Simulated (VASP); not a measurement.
A run of VASP 6.6.1:

File INCAR:

```
SYSTEM = EuS
PREC = Accurate ; ENCUT = 520
EDIFF = 1E-7 ; ISMEAR = 0
SIGMA = 0.025 ; LREAL = .FALSE.
LASPH = .TRUE. ; NELM = 120
ALGO = Fast ; ISIF = 2
LWAVE = .FALSE. ; LCHARG = .FALSE.
ISPIN = 2 ; MAGMOM = 7 0
LORBIT = 11 ; LMAXMIX = 6
GGA = PE
```

KPOINTS

```
Automatic mesh
0
G
  8 8 8
  0 0 0
```

POSCAR

```
EuS
1.0
    0.0000000000      2.9785000000      2.9785000000
    2.9785000000      0.0000000000      2.9785000000
    2.9785000000      2.9785000000      0.0000000000
Eu S
1 1
Direct
    0.0000000000      0.0000000000      0.0000000000
    0.5000000000      0.5000000000      0.5000000000
```

Potentials or basis: VASP PAW PBE potentials, release 64 (Eu, S).

Command:

```sh
$ cat potpaw_PBE.64/Eu/POTCAR potpaw_PBE.64/S/POTCAR > POTCAR
$ mpirun -np 1 vasp_std > vasp.out
```

Hardware: 1 thread of Intel(R) Xeon(R) Platinum 8488C (Sapphire Rapids), on a shared host.

Task: How long does it take, and how much memory?

Result: It took 2.9 min on 1 thread of Intel(R) Xeon(R) Platinum 8488C (Sapphire Rapids) (shared host), peak memory 0.26 GiB. Counts: scf iterations 53, k points 29.
